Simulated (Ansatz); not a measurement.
# Se: the crystal squeezed far

Aim: compress Se (diamond type) step by step, far beyond the usual range, and follow pressure and electronic structure. Methods of the runs shown: LAPW, crystal datasets and norm-conserving. Companion runs by PAW are cited. Its runs: the reference run (LAPW); volume scaled by 1 (crystal datasets and norm-conserving); volume scaled by 0.9 (LAPW); volume scaled by 0.8 (LAPW); volume scaled by 0.7 (LAPW); volume scaled by 0.6 (LAPW and crystal datasets); volume scaled by 0.5 (LAPW); volume scaled by 0.4 (LAPW, crystal datasets and norm-conserving).

Computed with Ansatz 0.2.0 (DFT PBE, with the methods named in each step, unless a step's input says otherwise).

### 1 The structure to begin with

Symmetry: Fd-3m, No. 227, cubic system. The conventional cell has a = 6.331 Å, b = 6.331 Å, c = 6.331 Å, α = 90.00°, β = 90.00°, γ = 90.00°. Se (site symmetry -43m) is surrounded by 4 Se at 2.74 Å.

Coordinates:

```cif
data_structure
_symmetry_space_group_name_H-M 'Fd-3m:1'
_symmetry_Int_Tables_number 227
_cell_length_a 6.3314
_cell_length_b 6.3314
_cell_length_c 6.3314
_cell_angle_alpha 90.000
_cell_angle_beta 90.000
_cell_angle_gamma 90.000
_cell_volume 253.80
loop_
_atom_site_label
_atom_site_type_symbol
_atom_site_symmetry_multiplicity
_atom_site_Wyckoff_symbol
_atom_site_fract_x
_atom_site_fract_y
_atom_site_fract_z
_atom_site_occupancy
Se1 Se 8 b 0.00000 0.50000 0.00000 1
```

The file gives the conventional cell by its symmetry; the runs use the cell typed in the input.

Whether this phase is the stable one at these pressures isn't tested.

Atoms are numbered in the order of the input: Se1, Se2.

### 2 The reference volume, LAPW

File input.yaml:

```yaml
crystal:
  lattice:
    - [0.0, 3.1656978221, 3.1656978221]
    - [3.1656978221, 0.0, 3.1656978221]
    - [3.1656978221, 3.1656978221, 0.0]
  atoms:
    - { symbol: Se, position: [-0.125, -0.125, -0.125] }
    - { symbol: Se, position: [0.125, 0.125, 0.125] }
kpoints:
  mp_grid: { grid: [11, 11, 11] }
  band_path:
    path:
      - [0.0, 0.0, 0.0]
      - [0.5, 0.0, 0.5]
      - [0.625, 0.25, 0.625]
      - [0.375, 0.375, 0.75]
      - [0.0, 0.0, 0.0]
      - [0.5, 0.5, 0.5]
      - [0.5, 0.25, 0.75]
      - [0.5, 0.0, 0.5]
    npoints: 14
scf:
  occupations: { method: fermi_dirac, width: 0.1 }
hamiltonian:
  xc: pbe
  pseudopotentials: { kind: all_electron, lapw: { basis_error: 0.001 } }
output:
  forces: true
  stress: true
  eigenvalues: true
  populations: true
  dos: { projected: true, de: 0.2, e_range: [-14, 8] }
```

Started as:

```
$ ansatz run input.yaml --threads 1 --pin off --max-ram 2048MiB --backend cpu --events-out ev --progress --plain --runs-dir out
```

### 3 Volume scaled by 1, crystal datasets

File input.yaml:

```yaml
crystal:
  lattice:
    - [0.0, 3.1656978221, 3.1656978221]
    - [3.1656978221, 0.0, 3.1656978221]
    - [3.1656978221, 3.1656978221, 0.0]
  atoms:
    - { symbol: Se, position: [-0.125, -0.125, -0.125] }
    - { symbol: Se, position: [0.125, 0.125, 0.125] }
kpoints:
  mp_grid: { grid: [11, 11, 11] }
scf:
  occupations: { method: fermi_dirac, width: 0.1 }
hamiltonian:
  xc: pbe
  pseudopotentials: { kind: all_electron, datasets: crystal }
output:
  forces: true
  stress: true
  eigenvalues: true
```

### 4 Volume scaled by 1, norm-conserving

Changes to input.yaml since step 3:

```diff
@@ -14,3 +14,3 @@
   xc: pbe
-  pseudopotentials: { kind: all_electron, datasets: crystal }
+  pseudopotentials: { kind: nc }
 output:
```

### 5 Volume scaled by 0.9, LAPW

File input.yaml:

```yaml
crystal:
  lattice:
    - [0.0, 3.0564476421, 3.0564476421]
    - [3.0564476421, 0.0, 3.0564476421]
    - [3.0564476421, 3.0564476421, 0.0]
  atoms:
    - { symbol: Se, position: [-0.125, -0.125, -0.125] }
    - { symbol: Se, position: [0.125, 0.125, 0.125] }
kpoints:
  mp_grid: { grid: [11, 11, 11] }
scf:
  occupations: { method: fermi_dirac, width: 0.1 }
hamiltonian:
  xc: pbe
  pseudopotentials: { kind: all_electron, lapw: { basis_error: 0.001 } }
output:
  forces: true
  stress: true
  eigenvalues: true
  populations: true
```

### 6 Volume scaled by 0.8, LAPW

Changes to input.yaml since step 5:

```diff
@@ -2,5 +2,5 @@
   lattice:
-    - [0.0, 3.0564476421, 3.0564476421]
-    - [3.0564476421, 0.0, 3.0564476421]
-    - [3.0564476421, 3.0564476421, 0.0]
+    - [0.0, 2.9387735323, 2.9387735323]
+    - [2.9387735323, 0.0, 2.9387735323]
+    - [2.9387735323, 2.9387735323, 0.0]
   atoms:
```

### 7 Volume scaled by 0.7, LAPW

Changes to input.yaml since step 6:

```diff
@@ -2,5 +2,5 @@
   lattice:
-    - [0.0, 2.9387735323, 2.9387735323]
-    - [2.9387735323, 0.0, 2.9387735323]
-    - [2.9387735323, 2.9387735323, 0.0]
+    - [0.0, 2.8108357645, 2.8108357645]
+    - [2.8108357645, 0.0, 2.8108357645]
+    - [2.8108357645, 2.8108357645, 0.0]
   atoms:
```

### 8 Volume scaled by 0.6, LAPW

Changes to input.yaml since step 7:

```diff
@@ -2,5 +2,5 @@
   lattice:
-    - [0.0, 2.8108357645, 2.8108357645]
-    - [2.8108357645, 0.0, 2.8108357645]
-    - [2.8108357645, 2.8108357645, 0.0]
+    - [0.0, 2.6700529516, 2.6700529516]
+    - [2.6700529516, 0.0, 2.6700529516]
+    - [2.6700529516, 2.6700529516, 0.0]
   atoms:
```

### 9 Volume scaled by 0.6, crystal datasets

Changes to input.yaml since step 8:

```diff
@@ -14,3 +14,3 @@
   xc: pbe
-  pseudopotentials: { kind: all_electron, lapw: { basis_error: 0.001 } }
+  pseudopotentials: { kind: all_electron, datasets: crystal }
 output:
@@ -19,2 +19 @@
   eigenvalues: true
-  populations: true
```

### 10 Volume scaled by 0.5, LAPW

File input.yaml:

```yaml
crystal:
  lattice:
    - [0.0, 2.5126160265, 2.5126160265]
    - [2.5126160265, 0.0, 2.5126160265]
    - [2.5126160265, 2.5126160265, 0.0]
  atoms:
    - { symbol: Se, position: [-0.125, -0.125, -0.125] }
    - { symbol: Se, position: [0.125, 0.125, 0.125] }
kpoints:
  mp_grid: { grid: [11, 11, 11] }
scf:
  occupations: { method: fermi_dirac, width: 0.1 }
hamiltonian:
  xc: pbe
  pseudopotentials: { kind: all_electron, lapw: { basis_error: 0.001 } }
output:
  forces: true
  stress: true
  eigenvalues: true
  populations: true
```

### 11 Volume scaled by 0.4, LAPW

File input.yaml:

```yaml
crystal:
  lattice:
    - [0.0, 2.3325060983, 2.3325060983]
    - [2.3325060983, 0.0, 2.3325060983]
    - [2.3325060983, 2.3325060983, 0.0]
  atoms:
    - { symbol: Se, position: [-0.125, -0.125, -0.125] }
    - { symbol: Se, position: [0.125, 0.125, 0.125] }
kpoints:
  mp_grid: { grid: [11, 11, 11] }
  band_path:
    path:
      - [0.0, 0.0, 0.0]
      - [0.5, 0.0, 0.5]
      - [0.625, 0.25, 0.625]
      - [0.375, 0.375, 0.75]
      - [0.0, 0.0, 0.0]
      - [0.5, 0.5, 0.5]
      - [0.5, 0.25, 0.75]
      - [0.5, 0.0, 0.5]
    npoints: 8
scf:
  occupations: { method: fermi_dirac, width: 0.1 }
hamiltonian:
  xc: pbe
  pseudopotentials: { kind: all_electron, lapw: { basis_error: 0.001 } }
output:
  forces: true
  stress: true
  eigenvalues: true
  populations: true
  dos: { projected: true, de: 0.2, e_range: [-14, 8] }
```

### 12 Volume scaled by 0.4, crystal datasets

File input.yaml:

```yaml
crystal:
  lattice:
    - [0.0, 2.3325060983, 2.3325060983]
    - [2.3325060983, 0.0, 2.3325060983]
    - [2.3325060983, 2.3325060983, 0.0]
  atoms:
    - { symbol: Se, position: [-0.125, -0.125, -0.125] }
    - { symbol: Se, position: [0.125, 0.125, 0.125] }
kpoints:
  mp_grid: { grid: [11, 11, 11] }
scf:
  occupations: { method: fermi_dirac, width: 0.1 }
hamiltonian:
  xc: pbe
  pseudopotentials: { kind: all_electron, datasets: crystal }
output:
  forces: true
  stress: true
  eigenvalues: true
```

### 13 Volume scaled by 0.4, norm-conserving

Changes to input.yaml since step 12:

```diff
@@ -14,3 +14,3 @@
   xc: pbe
-  pseudopotentials: { kind: all_electron, datasets: crystal }
+  pseudopotentials: { kind: nc }
 output:
```

(Steps that only read results are left out.)

What does the calculation give? Wanted: LAPW pressure at 0.4 of the volume; PAW pressure at 0.4 of the volume; crystal datasets pressure at 0.4 of the volume; norm-conserving pressure at 0.4 of the volume; fitted bulk modulus at zero pressure.

As calculated:

| quantity | value |
| --- | --- |
| LAPW pressure at 0.4 of the volume | 212.3 GPa |
| PAW pressure at 0.4 of the volume | 212.3 GPa |
| PAW (cutoff 250 eV) pressure at 0.4 of the volume | 222.8 GPa |
| crystal datasets pressure at 0.4 of the volume | 212.3 GPa |
| norm-conserving pressure at 0.4 of the volume | 211.5 GPa |
| fitted bulk modulus at zero pressure (LAPW) | 39 GPa |
| its pressure derivative | 3.89 |

What this shows: By LAPW the pressure climbs to 212 GPa at 0.4 of the first volume. One third-order Birch-Murnaghan curve follows these points (B₀ = 39 GPa, B′ = 3.89, misfit at most 0.37 GPa). A fit over so wide a range leans to the high pressures, so B₀ can be off by several per cent. Where LAPW's pressure is over 3 GPa, PAW's departs from it by at most 0.1 %, at 0.5 of the volume. The ions are at rest, and the electrons smeared by 0.1 eV.
